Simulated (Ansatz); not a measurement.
Computed properties of Ta

```
Ta
1.0
     0.00000    2.11000    2.11000
     2.11000    0.00000    2.11000
     2.11000    2.11000    0.00000
Ta
1
Direct
  0.00000 0.00000 0.00000
```

The conventional cell has a = 4.220 Å, b = 4.220 Å, c = 4.220 Å, α = 90.00°, β = 90.00°, γ = 90.00°. Around Ta (atom 1) lie 12 Ta at 2.98 Å.

The cell is COD entry 1534932, as deposited and not checked against the literature; nothing was relaxed.

No spin–orbit coupling, which matters for the heavy atoms here.

The calculation used Ansatz 0.2.0, DFT, PBE, all-electron LAPW, scalar-relativistic.

Settings: a Γ-centred 15×15×15 k mesh, Fermi–Dirac smearing of 0.08 eV, basis error target 0.5 meV/atom, no spin polarisation.

| Property | Result |
| --- | --- |
| Band gap | none: with an odd electron count and no spin polarisation the bands can't all be full, a metal in this set-up (spin order or a larger cell could open a gap) |
| Volume per atom | 18.79 Å³ |

(1) Predict this quantity. Pressure at this cell.

(2) Give the computed value. Density of states at the Fermi level (0.2 eV bin).

Results:

(1) 0.57 GPa.

(2) 1.23 states/eV per cell.
